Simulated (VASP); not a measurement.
# Ti (Pm-3m) in VASP: further runs, part 2 of 2

VASP 6.6.1.

## Step 3: Single point, PBE (random cell by space group and Wyckoff sites (Pm-3m, No. 221))

The input, INCAR:

```
ALGO     = Normal         # electronic algorithm
EDIFF    = 1E-6           # SCF threshold, eV
ENCUT    = 520            # plane-wave cutoff, eV
GGA      = PE             # functional
ISIF     = 2              # what is computed and relaxed
ISMEAR   = 0              # smearing method
LASPH    = True           # aspherical terms in the spheres
LCHARG   = False          # write CHGCAR
LREAL    = False          # projectors in reciprocal space
LWAVE    = False          # write WAVECAR
NBANDS   = 25             # bands
NELM     = 80             # most SCF steps
PREC     = Accurate       # precision mode
SIGMA    = 0.1            # smearing width, eV
```

The input, KPOINTS:

```
k-points
0
Gamma
  4 4 4
```

The input, POSCAR:

```
Ti
1.0
    3.9572428200      0.0000000000      0.0000000000
    0.0000000000      3.9572428200      0.0000000000
    0.0000000000      0.0000000000      3.9572428200
Ti
3
Direct
    0.5000000000      0.0000000000      0.0000000000
    0.0000000000      0.5000000000      0.0000000000
    0.0000000000      0.0000000000      0.5000000000
```

Potentials or basis: VASP PAW PBE potentials, release 64 (Ti_sv).

Launch:

```sh
$ cat potpaw_PBE.64/Ti_sv/POTCAR > POTCAR
$ mpirun -np 1 vasp_std > vasp.out
```

OUTCAR:

```text
EDIFF = 1E-6
   ENCUT = 520
   GGA = PE
   ISIF = 2
   ISMEAR = 0
   LASPH = True
   LREAL = False
   NELM = 80
   PREC = Accurate

 ion  position               nearest neighbor table
   1  0.500  0.000  0.000-   2 2.80   3 2.80   3 2.80   2 2.80   2 2.80   3 2.80   3 2.80   2 2.80

   2  0.000  0.500  0.000-   1 2.80   3 2.80   3 2.80   1 2.80   3 2.80   3 2.80   1 2.80   1 2.80

   3  0.000  0.000  0.500-   1 2.80   2 2.80   1 2.80   2 2.80   2 2.80   2 2.80   1 2.80   1 2.80

  LATTYP: Found a simple cubic cell.
 ALAT       =     3.9572428200

  Lattice vectors:

 A1 = (   3.9572428200,   0.0000000000,   0.0000000000)
 A2 = (   0.0000000000,   3.9572428200,   0.0000000000)
 A3 = (   0.0000000000,   0.0000000000,   3.9572428200)

Analysis of symmetry for initial positions (statically):
=====================================================================
 Subroutine PRICEL returns:
 Original cell was already a primitive cell.

 Routine SETGRP: Setting up the symmetry group for a
 simple cubic supercell.

 Subroutine GETGRP returns: Found 48 space group operations
 (whereof 48 operations were pure point group operations)
 out of a pool of 48 trial point group operations.

The static configuration has the point symmetry O_h .

Analysis of symmetry for dynamics (positions and initial velocities):
=====================================================================
 Subroutine PRICEL returns:
 Original cell was already a primitive cell.

 Routine SETGRP: Setting up the symmetry group for a
 simple cubic supercell.

 Subroutine GETGRP returns: Found 48 space group operations
 (whereof 48 operations were pure point group operations)
 out of a pool of 48 trial point group operations.

The dynamic configuration has the point symmetry O_h .

 Subroutine INISYM returns: Found 48 space group operations
 (whereof 48 operations are pure point group operations),
[... 99 lines left out ...]
   EFERMI_NEDOS =   21; number of points for ismear=-14 and -15
   IALGO  =     38    algorithm
   IMIX   =      4    mixing-type and parameters
     AMIX     =   0.40;   BMIX     =  1.00
     AMIX_MAG =   1.60;   BMIX_MAG =  1.00
  volume/ion in A,a.u.               =      20.66       139.40
  Fermi-wavevector in a.u.,A,eV,Ry     =   1.365997  2.581359 25.387748  1.865947
  Thomas-Fermi vector in A             =   2.492176
   LORBIT       =      0    0 simple, 1 ext, 2 COOP (PROOUT), +10 PAW based schemes
   GGA     = PE    functional components
   LHFCALC =     F    Hartree Fock is set to
   AEXX    =    0.0000 exact exchange contribution
   IVDW    =     0    specifies the selected vdW correction
   LEPSILON=     F    determine dielectric tensor
   LRPA    =     F    only Hartree local field effects (RPA)
 non-spin polarized calculation
 Gauss-broadening in eV      SIGMA  =   0.10
  energy-cutoff  :      520.00
  volume of cell :       61.97
 maximum number of plane-waves:      1743
 NGX is ok and might be reduce to    30
   NGX = 15   NGY = 15   NGZ = 15

 number of electron      35.9999990 magnetization

 Free energy of the ion-electron system (eV)
  ---------------------------------------------------
  ext. energy  EPLUGINS =         0.00000000
  ---------------------------------------------------
  free energy    TOTEN  =       -21.14806439 eV

  energy without entropy =      -21.10856106  energy(sigma->0) =      -21.12831272

 E-fermi :   6.3143     XC(G=0): -10.5303

 val. band max:        6.3013518213   @ k =   0.5000   0.2500   0.0000
 cond. band min:       6.3740088215   @ k =   0.5000   0.5000   0.0000
 fundamental gap:      0.0726570002
 Fermi energy:         6.3142794494

 k-point     1 :       0.0000    0.0000    0.0000
  band No.  band energies     occupation
      1     -50.3382      2.00000
      2     -50.1505      2.00000
      3     -50.1505      2.00000
      4     -26.8055      2.00000
      5     -26.8055      2.00000
      6     -26.8055      2.00000
[... 269 lines left out ...]
     24       8.4813      0.00000
     25       8.4813      0.00000

------------------------ aborting loop because EDIFF is reached ----------------------------------------

  FORCE on cell =-STRESS in cart. coord.  units (eV):
  Direction    XX          YY          ZZ          XY          YZ          ZX
  --------------------------------------------------------------------------------------
  -------------------------------------------------------------------------------------
  Total       -1.1318512     -1.1318512     -1.1318512     -0.0000000      0.0000000      0.0000000
  in kB      -29.2631998    -29.2631998    -29.2631998     -0.0000000      0.0000000      0.0000000
  external PRESSURE =     -29.2631998 kB  Pullay stress =       0.0000000 kB

 VOLUME and BASIS-vectors are now :
 -----------------------------------------------------------------------------
  energy-cutoff  :      520.00
  volume of cell :       61.97
      direct lattice vectors                 reciprocal lattice vectors
     3.957242820  0.000000000  0.000000000     0.252701198  0.000000000  0.000000000
     0.000000000  3.957242820  0.000000000     0.000000000  0.252701198  0.000000000
     0.000000000  0.000000000  3.957242820     0.000000000  0.000000000  0.252701198

 POSITION                                       TOTAL-FORCE (eV/Angst)
 -----------------------------------------------------------------------------------
      1.97862      0.00000      0.00000         0.000000      0.000000      0.000000
      0.00000      1.97862      0.00000         0.000000      0.000000      0.000000
      0.00000      0.00000      1.97862         0.000000      0.000000      0.000000
 -----------------------------------------------------------------------------------
    total drift:                                0.000000      0.000000      0.000000

  FREE ENERGIE OF THE ION-ELECTRON SYSTEM (eV)
  ---------------------------------------------------
  free  energy   TOTEN  =       -21.1480643882 eV

  energy  without entropy=      -21.1085610615  energy(sigma->0) =      -21.12831272
```

stdout:

```text
POSCAR found type information on POSCAR Ti
 POSCAR found :  1 types and       3 ions
 scaLAPACK will be used
 LDA part: xc-table for (Slater+PW92), standard interpolation
 POSCAR, INCAR and KPOINTS ok, starting setup
 FFT: planning ... GRIDC
 FFT: planning ... GRID_SOFT
 FFT: planning ... GRID
 WAVECAR not read
 entering main loop
```

It took 43 s on 1 thread of AMD EPYC 7R43 (Zen 3), shared host; peak memory 0.13 GiB.

What came out:

- Free energy: -21.1481 eV
- Pressure: -2.9 GPa
- Band gap on the k mesh: none (metal or under the smearing width)

Levels at points of the mesh, in eV from the Fermi level:
```csv
k point,band 14,band 15,band 16,band 17,band 18,band 19,band 20,band 21,band 22,band 23
"(0.00, 0.00, 0.00)",-2.68,-1.16,-1.16,-1.05,-1.05,-1.05,2.21,2.21,2.21,3.33
"(0.50, 0.00, 0.00)",-2.50,-1.45,-0.67,-0.07,-0.07,0.21,0.71,0.71,1.53,1.62
"(0.50, 0.50, 0.00)",-1.48,-1.35,-1.09,-0.26,0.06,0.11,0.11,0.91,0.91,1.80
"(0.50, 0.50, 0.50)",-1.75,-1.75,-1.75,0.77,0.77,0.77,1.17,2.02,2.02,2.02
```

Caveat: the k mesh is coarse (spacing up to 0.40 Å⁻¹), so the values aren't converged.
